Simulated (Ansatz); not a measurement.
# TiSe2: LAPW beside PAW

Does the method matter for TiSe2? The same cell, functional and mesh are run with all-electron LAPW, frozen-core PAW and all-electron PAW on datasets made for the crystal.

A COD entry behind a cell of this session may itself be a prediction, so a difference from it is no test against experiment.

Computed with Ansatz 0.2.0 (DFT PBE, scalar-relativistic, unless a step's input says otherwise).

## Step 1: The structure to begin with

Symmetry: P-3m1, No. 164, trigonal system. Conventional cell: a = 3.536 Å, b = 3.536 Å, c = 6.004 Å, α = 90.00°, β = 90.00°, γ = 120.00°. Ti (site symmetry -3m) has 6 Se at 2.55 Å as nearest neighbours. Around Se (site symmetry 3m) lie 3 Ti at 2.55 Å.

As a file:

```xyz
3
Lattice="3.5360 0.0000 0.0000 -1.7680 3.0623 0.0000 0.0000 0.0000 6.0040" Properties=species:S:1:pos:R:3 pbc="T T T"
Ti    0.0000    0.0000    0.0000
Se    0.0000    2.0415    1.5322
Se    1.7680    1.0208    4.4718
```

The structure is an experimental refinement, used without relaxation.

Atoms are numbered in the order of the input: Ti1, Se2, Se3.

## Step 2: All-electron LAPW

Contents of input.yaml:

```yaml
crystal:
  lattice:
    - [3.5360018066, 0.0, 0.0]
    - [-1.7680009033, 3.0622673924, 0.0]
    - [0.0, 0.0, 6.004]
  atoms:
    - { symbol: Ti, position: [0.0, 0.0, 0.0] }
    - { symbol: Se, position: [0.3333333333, 0.6666666667, 0.2552] }
    - { symbol: Se, position: [0.6666666667, 0.3333333333, 0.7448] }
kpoints:
  mp_grid: { grid: [12, 12, 6] }
  band_path:
    path:
      - [0.0, 0.0, 0.0]
      - [0.5, 0.0, 0.0]
      - [0.3333333333, 0.3333333333, 0.0]
      - [0.0, 0.0, 0.0]
      - [0.0, 0.0, 0.5]
      - [0.5, 0.0, 0.5]
      - [0.3333333333, 0.3333333333, 0.5]
      - [0.0, 0.0, 0.5]
      - [0.5, 0.0, 0.5]
    npoints: 14
scf:
  occupations: { method: fermi_dirac, width: 0.03 }
hamiltonian:
  xc: pbe
  pseudopotentials: { kind: all_electron, lapw: { basis_error: 0.001 } }
output:
  forces: true
  stress: true
  eigenvalues: true
  populations: true
  dos: { projected: true, de: 0.2, e_range: [-14, 8] }
```

The run is started by

```sh
$ ansatz run input.yaml --threads 1 --pin off --max-ram 6144MiB --backend cpu --events-out ev --progress --plain --runs-dir out
```

## Step 3: Frozen-core PAW

input.yaml, as its differences from that of step 2:

```diff
@@ -27,3 +27,3 @@
   xc: pbe
-  pseudopotentials: { kind: all_electron, lapw: { basis_error: 0.001 } }
+  pseudopotentials: { kind: paw }
 output:
@@ -32,3 +32,9 @@
   eigenvalues: true
+  efg: { contact_densities: true }
   populations: true
+  bader: true
   dos: { projected: true, de: 0.2, e_range: [-14, 8] }
+  write_density: true
+  write_potential: true
+  elf: true
+  volumetric_format: npy
```

## Step 4: All-electron PAW on datasets made for the crystal

input.yaml, as its differences from that of step 3:

```diff
@@ -22,3 +22,3 @@
       - [0.5, 0.0, 0.5]
-    npoints: 14
+    npoints: 8
 scf:
@@ -27,3 +27,3 @@
   xc: pbe
-  pseudopotentials: { kind: paw }
+  pseudopotentials: { kind: all_electron, datasets: crystal }
 output:
@@ -33,8 +33 @@
   efg: { contact_densities: true }
-  populations: true
-  bader: true
-  dos: { projected: true, de: 0.2, e_range: [-14, 8] }
-  write_density: true
-  write_potential: true
-  elf: true
-  volumetric_format: npy
```

(Steps that only read results are left out.)

Before running it: what results should come out? Wanted: pressure; gap; largest force; Bader charges; highest ELF.

**Answer**, as computed:

| quantity | value |
| --- | --- |
| pressure | LAPW 1.50, PAW 1.50, crystal datasets 1.50 GPa |
| gap (LAPW) | none |
| largest force | LAPW 0.063, PAW 0.063, crystal datasets 0.063 eV/Å |
| Bader charges (PAW) | Ti1 +1.58, Se2 -0.79 e |
| highest ELF (PAW) | 0.85, 0.82 Å from Se |

**Reading.** At this geometry the cell is under compression of 1.5 GPa, so it would expand if let go. Bands cross the Fermi level: the crystal is a metal at this level. Ti 3d carries the largest share, 64 %, of the projected states within 0.3 eV of the Fermi level. The projection holds only the free atom's occupied shells (Ti 4s, Ti 3d, Se 4s, Se 4p in this range). The field gradient at Se2, the largest by crystal datasets, is -2.42 by PAW and -2.45 by crystal datasets (10²¹ V/m²), within 5 %. In pressure, PAW differs from LAPW by less than 0.01 GPa. The forces differ by at most 1 meV/Å in a component, on a largest force of 0.063 eV/Å.
